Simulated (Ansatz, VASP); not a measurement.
## Y in VASP and in Ansatz

```
Y
1.0
    -1.88602    1.88602    1.88602
     1.88602   -1.88602    1.88602
     1.88602    1.88602   -1.88602
Y
1
Direct
  0.00000 0.00000 0.00000
```

The cell was built by a generator and needn't be a form met in nature.

Alike in both runs: task relaxation of cell and atoms; functional r2SCAN; k mesh 7 × 7 × 7; no spin polarisation.

|  | VASP | Ansatz |
| --- | --- | --- |
| version | VASP 6.6.1 | Ansatz 0.2.0 |
| potentials or method | VASP PAW PBE potentials, release 64 (Y_sv) | PAW plane waves |
| plane-wave cutoff (eV) | 600 | 500 |
| occupations | fermi-dirac, width 0.1 eV | fermi-dirac |
| valence electrons in the cell | 11 | 11 |

Ansatz gave:

| Item | Value |
| --- | --- |
| gap on the k mesh at the Fermi level, each at its own relaxed structure (eV) | none |
| relaxed volume (Å³/atom) | 33.65 |
| relaxed cell length with the largest relative difference (Å) | 3.523 |
| energy change over the relaxation (meV/atom) | -223 |

Q: Estimate VASP's values.

A: gap on the k mesh at the Fermi level, each at its own relaxed structure (eV): none; relaxed volume (Å³/atom): 33.68; relaxed cell length with the largest relative difference (Å): 3.524; energy change over the relaxation (meV/atom): -228.

A gap of «none» marks a metal or a gap that the smearing closes.

Caveats: the volume moved by over 15 % at a fixed basis, so the end points are rough; the PAW data sets were made with another functional, which shifts forces and pressure a little (VASP).
